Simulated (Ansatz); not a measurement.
# AlCo (Pm-3m): scan of the energy under strain in Python

What does a strain cost in AlCo (Pm-3m)? A script is to give a scan of the energy under strain; the system is AlCo (Pm-3m).

Program: the Python package of Ansatz 0.2.0. Level of theory: DFT PBE, plane waves, PAW. These are calculated values, not measurements.

**1. Starting point**

Symmetry: Pm-3m, No. 221, cubic system. The conventional cell has a = 2.819 Å, b = 2.819 Å, c = 2.819 Å, α = 90.00°, β = 90.00°, γ = 90.00°. Al (site symmetry m-3m) has 8 Co at 2.44 Å as nearest neighbours. Co (site symmetry m-3m) is surrounded by 8 Al at 2.44 Å.

No structure file is read: the coordinates are typed or built in the script.

**2. The script**

strain_alco.py reads:

```python
import warnings

import ansatz
import numpy as np

SMEARING = 'Fermi-Dirac'
SMEARING_WIDTH = 0.1
ECUT = 520
KGRID = (12, 12, 12)

vectors0 = np.array([
    [2.819403, 0.0, 0.0],
    [0.0, 2.819403, 0.0],
    [0.0, 0.0, 2.819403],
])
sites = [
    ('Al', (0.0, 0.0, 0.0), 0.0),
    ('Co', (0.5, 0.5, 0.5), 1.8),
]


def crystal_on(cell):
    crystal = ansatz.Crystal(lattice=ansatz.Lattice.of(cell))
    for symbol, position, moment in sites:
        crystal = crystal.atom(symbol, position, moment=moment or None)
    return crystal

warnings.simplefilter('ignore', ansatz.DeckWarning)

values = np.linspace(-0.05, 0.05, 7)
energies = []
for d in values:
    strain = np.diag([0, 0, d])
    cell = vectors0 @ (np.eye(3) + strain)
    calculation = (
        crystal_on(cell).calculation()
        .functional(ansatz.Functional.PBE)
        .pseudopotentials('paw')
        .occupations(SMEARING, width=SMEARING_WIDTH)
        .spin('collinear')
        .basis(ECUT)
        .kpoints(*KGRID)
    )
    rep = calculation.run(threads=1).report
    energies.append(rep['free_energy_ev'] / len(sites))
    print(f'd = {d:+.4f}  F = {energies[-1]:.5f} eV/atom')
energies = np.array(energies)

for value, e in zip(values, energies):
    print(f'strain {value:7.3f}   E - Emin = {1000 * (e - energies.min()):9.3f} meV/atom')
np.savetxt('strain.csv', np.column_stack([values, energies]), fmt='%.6f', delimiter=',', header='strain,energy_eV_per_atom')
curvature = 2 * np.polyfit(values, energies, 3)[1]
volume = abs(np.linalg.det(vectors0)) / len(sites)
print(f'd2E/dd2 over the volume: {curvature / volume * 160.21766:.1f} GPa')
```

**3. The input behind the calls**

The package turns the script's settings into the engine's input (first run):

```yaml
crystal:
  lattice:
    - [2.819403, 0.0, 0.0]
    - [0.0, 2.819403, 0.0]
    - [0.0, 0.0, 2.6784328499999996]
  atoms:
    - { symbol: Al, position: [0.0, 0.0, 0.0] }
    - { symbol: Co, position: [0.5, 0.5, 0.5], spin: 1.8 }
basis:
  ecutwfc: 520.0
kpoints:
  mp_grid:
    grid: [12, 12, 12]
hamiltonian:
  xc: pbe
  pseudopotentials:
    kind: paw
magnetization:
  spin_polarized: true
scf:
  occupations:
    method: fermi_dirac
    width: 0.1
```

**4. Running it**

Command:

```console
$ python strain_alco.py
```

Log:

```text
RunWarning: the starting moments were not kept: the SCF closed with an absolute magnetisation of 8.6e-7 μB, where they sum to 1.8 μB in size (1 site). That is at most 0.1 of that sum. Measured as dr2_m measures the in/out step, that magnetisation stands 1.0e-12 eV from none, at or under the dr2_threshold of 1.0e-7 eV: it is no larger than a step whose dr2_m would equal this threshold. The system may hold no moment; this SCF shows only that its start led to no more than that. To try another start: raise the starting moments (crystal.atoms[].spin, magnetization.per_species, magnetization.initial_magnetization, or on a non-collinear deck that types none of these the spinor_matrix: blocks that [...]
d = -0.0500  F = -2832.36214 eV/atom
d = -0.0333  F = -2832.38949 eV/atom
d = -0.0167  F = -2832.40817 eV/atom
d = +0.0000  F = -2832.41942 eV/atom
d = +0.0167  F = -2832.42442 eV/atom
d = +0.0333  F = -2832.42418 eV/atom
d = +0.0500  F = -2832.41944 eV/atom
strain  -0.050   E - Emin =    62.281 meV/atom
strain  -0.033   E - Emin =    34.927 meV/atom
strain  -0.017   E - Emin =    16.252 meV/atom
strain   0.000   E - Emin =     5.001 meV/atom
strain   0.017   E - Emin =     0.000 meV/atom
strain   0.033   E - Emin =     0.247 meV/atom
strain   0.050   E - Emin =     4.979 meV/atom
d2E/dd2 over the volume: 327.9 GPa
```

(Warnings from the package without file and line, shortened, repeats left out.)

Wall time 94 s (1 thread of Arm Neoverse V1, shared host); peak memory 0.49 GiB.

It wrote strain.csv:

```csv
# strain,energy_eV_per_atom
-0.050000,-2832.362140
-0.033333,-2832.389495
-0.016667,-2832.408169
0.000000,-2832.419420
0.016667,-2832.424422
0.033333,-2832.424175
0.050000,-2832.419443
```

**5. Inputs of later runs**

The engine's inputs for some of the other runs:

Run 3, against run 1:

```diff
@@ -5 +5 @@
-    - [0.0, 0.0, 2.6784328499999996]
+    - [0.0, 0.0, 2.7724129499999997]
```

Run 6, against run 1:

```diff
@@ -5 +5 @@
-    - [0.0, 0.0, 2.6784328499999996]
+    - [0.0, 0.0, 2.9133830999999994]
```

Run 7, against run 1:

```diff
@@ -5 +5 @@
-    - [0.0, 0.0, 2.6784328499999996]
+    - [0.0, 0.0, 2.96037315]
```

**6. The runs side by side**

From the records of these 7 runs:

```csv
run,strain,energy from run 5 (meV/atom),SCF cycles,CPU time (s)
1,-0.050,62.28,13,14
2,-0.033,34.93,13,14
3,-0.017,16.25,12,14
4,0.000,5.00,12,6.1
5,0.017,0.00,12,14
6,0.033,0.25,14,16
7,0.050,4.98,14,16
```

Energies are free energies F = E - TS of the smeared occupations. 

**7. Results**

| quantity | value |
| --- | --- |
| curvature under the strain | 327.9 GPa |
| runs compared | 7 |
| range of energy | 62.28 meV/atom |
| lowest point, strain | 0.017 |

In words: Against the unstrained cell the energy per atom changes by +57.28 meV at one end of the scan and -0.02 meV at the other, and its second derivative over the volume is 327.9 GPa. Notes:
- The SCF didn't keep the moments it started from (some shrank, vanished or turned); what is printed is the state reached.
- The curvature belongs to this strain pattern and to the cell's stress; it equals a single elastic constant only for simple patterns.
- In a metal a curvature from energy changes of a few meV or less hangs on mesh and smearing, in size and even in sign.
- The structure comes from a database of computed cells and needn't be a stable or known phase.
- The ions keep their fractional positions (clamped ions). The starting moments were not kept in at least one run, so it stands on a weaker or other magnetic state than the one typed.
